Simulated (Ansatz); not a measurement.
NaCl: computed DOS

Space group Pm-3m (No. 221). a = 2.860 Å, b = 2.860 Å, c = 2.860 Å, α = 90.00°, β = 90.00°, γ = 90.00°
| atom | site | symmetry | x | y | z |
| --- | --- | --- | --- | --- | --- |
| Na | 1a | m-3m | 0.0000 | 0.0000 | 0.0000 |
| Cl | 1b | m-3m | 0.5000 | 0.5000 | 0.5000 |

The runs use the primitive cell with vectors (2.860, 0.000, 0.000), (0.000, 2.860, 0.000), (0.000, 0.000, 2.860) Å, to which the k mesh refers.

Symmetry: Pm-3m, No. 221, cubic system. The conventional cell has a = 2.860 Å, b = 2.860 Å, c = 2.860 Å, α = 90.00°, β = 90.00°, γ = 90.00°. Na (site symmetry m-3m) is surrounded by 8 Cl at 2.48 Å. Cl (site symmetry m-3m) is surrounded by 8 Na at 2.48 Å.

The cell comes from COD entry 2104025, which wasn't checked; take it as a given geometry.

Computed with DFT, PBEsol, all-electron LAPW, scalar-relativistic in Ansatz 0.2.0.

Settings: a Γ-centred 9×9×9 k mesh, Fermi–Dirac smearing of 0.03 eV, basis error target 0.5 meV/atom, no spin polarisation.

(1) Which of the resolved shells contributes most in the top eV of the valence band?

(2) Tabulate the density of states.

## Answers

(1) Cl 3p, with 99 % of all states there; Cl 3s follows with 0 %.

(2) States per eV and cell, averaged over 0.6 eV, from -5.8 to 0.0 eV, with energies (bin centres) from the valence-band top; empty bins are left out. The partial columns, the largest 3 alone, are projections on Löwdin-orthogonalised atomic shells (those that the program's projection atoms carry: the occupied ones and, for some elements, an empty d or f shell; other empty shells have no column), summed over atoms of an element. Weights on diffuse s and p shells depend on that basis and aren't pure angular character.
```json
{"E (eV)": "-5.6", "total": "1.08", "Cl 3p": "1.00", "Cl 3s": "0.01", "Na 3s": "0.05"}
{"E (eV)": "-5.0", "total": "1.45", "Cl 3p": "1.37", "Cl 3s": "0.02", "Na 3s": "0.03"}
{"E (eV)": "-4.4", "total": "1.06", "Cl 3p": "1.01", "Cl 3s": "0.02", "Na 3s": "0.02"}
{"E (eV)": "-3.8", "total": "0.84", "Cl 3p": "0.78", "Cl 3s": "0.02", "Na 3s": "0.01"}
{"E (eV)": "-3.2", "total": "0.88", "Cl 3p": "0.84", "Cl 3s": "0.02", "Na 3s": "0.01"}
{"E (eV)": "-2.6", "total": "0.78", "Cl 3p": "0.74", "Cl 3s": "0.02", "Na 3s": "0.01"}
{"E (eV)": "-2.0", "total": "0.93", "Cl 3p": "0.89", "Cl 3s": "0.01", "Na 3s": "0.01"}
{"E (eV)": "-1.4", "total": "1.28", "Cl 3p": "1.25", "Cl 3s": "0.01", "Na 3s": "0.00"}
{"E (eV)": "-0.8", "total": "0.96", "Cl 3p": "0.95", "Cl 3s": "0.00", "Na 3s": "0.00"}
{"E (eV)": "-0.2", "total": "0.14", "Cl 3p": "0.14", "Cl 3s": "0.00", "Na 3s": "0.00"}
```
